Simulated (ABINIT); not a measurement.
Se:

```
CELL_PARAMETERS angstrom
4.36620 0.00000 0.00000
-2.18310 3.78124 0.00000
0.00000 0.00000 4.95360
ATOMIC_POSITIONS crystal
Se 0.77460 0.77460 0.00000
Se 0.00000 0.22540 0.66667
Se 0.22540 0.00000 0.33333
```

Base run:

```yaml
Program: ABINIT 10.8.3 (patched build)
Functional: PBEsol
Potentials_or_basis: PseudoDojo NC SR PBEsol v0.4.1 standard
Cutoff: 1061 eV
k_mesh: 5 × 5 × 4
Occupations: fermi-dirac, width 0.05 eV
Spin: no spin polarisation
```

Its results: band gap on the k mesh 1.15 eV, indirect (least direct gap 1.30 eV); pressure -0.3 GPa; largest force 0.310 eV/Å.

Q: The run is repeated on the same cell with these changes: functional from PBEsol to LDA; potentials or basis from PseudoDojo NC SR PBEsol v0.4.1 standard to PseudoDojo NC SR LDA v0.4.1 standard; cutoff from 1061 eV to 1088 eV. What comes out?

A: Band gap on the k mesh 1.11 eV, indirect (least direct gap 1.26 eV); pressure -1.5 GPa; largest force 0.240 eV/Å.

Caveats: an odd mesh through Γ misses points on the zone boundary, where band edges often lie.

Not every run made on this cell is shown here.
